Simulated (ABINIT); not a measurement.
Crystal: CdF2.

```
Cd F
1.0
     0.00000    2.69400    2.69400
     2.69400    0.00000    2.69400
     2.69400    2.69400    0.00000
Cd F
1 2
Direct
  0.00000 0.00000 0.00000
  0.75000 0.75000 0.75000
  0.25000 0.25000 0.25000
```

Program: ABINIT 10.8.3 (patched build). Alike in all runs: potentials or basis JTH PAW PBE v2.0; no spin polarisation; cell as given; smearing fermi-dirac 0.05 eV. Hardware: 1 thread of Arm Neoverse V1, with other jobs on the host.

**Question.** Order these runs on this cell by their wall time, lowest first.
A. task single point; level r2SCAN; k mesh 4 × 4 × 4; cutoff (eV) 762; fine-grid cutoff 1360.57 eV; mesh quality coarse
B. task band structure; level rPW86PBE; k mesh 9 × 9 × 9; cutoff (eV) 626; fine-grid cutoff 1224.51 eV; mesh quality not flagged
C. task single point; level PBEsol; k mesh 5 × 5 × 5; cutoff (eV) 626; fine-grid cutoff 1224.51 eV; mesh quality not flagged

**Answer.** C (18 s), A (53 s), B (180 s).

Caveats: some runs use coarse meshes.
